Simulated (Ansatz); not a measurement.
NiO: pressure against volume per atom

Results calculated with Ansatz 0.2.0, not measured. Periodic Kohn-Sham DFT of a crystal at fixed atoms; pressure and stress are positive in compression; the energy is the free energy less that of spherical unpolarised free atoms; site moments are those in the method's own spheres, positive along +z.

Cell of the first row (space group Fm-3m, No. 225):
```
CELL_PARAMETERS angstrom
0.00000 2.04900 2.04900
2.04900 0.00000 2.04900
2.04900 2.04900 0.00000
ATOMIC_POSITIONS crystal
Ni 0.00000 0.00000 0.00000
O 0.50000 0.50000 0.50000
```

Settings of every row: method frozen-core PAW; functional PBE; relativity scalar; k mesh 15x15x15; filling fermi-dirac; smearing width 0.03 eV; wave cutoff 420 eV; paw set soft_2.

Atom:
```
element  start moment (bohr magneton)
     Ni                           1.5
      O                             0
```

Limits: semilocal functional can close the gap of open d or f salts; with one magnetic atom in the cell only parallel moments are possible.

```
row  volume per atom (Å³)  pressure (GPa)  cell moment (bohr magneton)
  1                 8.602          16.974                         1.57
  2                 8.964               ?                            ?
  3                 9.147           4.168                        1.744
  4                 9.329           0.745                        1.798
  5                 9.695          -5.295                        1.881
```

Question: what pressure should row 2 give?

Worked fit of pressure. Take u = (V_r/V)^(2/3) − 1 with V_r = 9.238 Å³ an atom, which is twice the finite (Eulerian) strain; such expansions in the strain, on which the Birch-Murnaghan equation of state is built, carry the rest volume and the bulk modulus. The shown rows have u = 0.0487, 0.00662, -0.00651, -0.03168. Least squares give pressure = 2.4097 + 265.054 × u + 697.01 × u² GPa; a straight line predicts inner rows, each left out in turn, worse (root mean square 0.71 against 0.061 GPa). The rows lie off it by 0.003, -0.027, 0.031, -0.007 (root mean square 0.021 GPa). The pressure vanishes at u = -0.0093, or V = 9.369 Å³ an atom, and there the bulk modulus at fixed shape and fractions is B = −V dP/dV = (2/3)(1 + u) dP/du = 166 GPa. The withheld row has u = 0.02028, so the fit gives 2.4097 + 265.054 × (0.02028) + 697.01 × (0.02028)² = 8.072 GPa.

The calculation gave 8.068 GPa. The fit lies 0.004 GPa (0.018 % of the column's range) above it; its largest miss of a shown row is 0.031 GPa.

The other values of row 2: cell moment 1.694 bohr magneton.
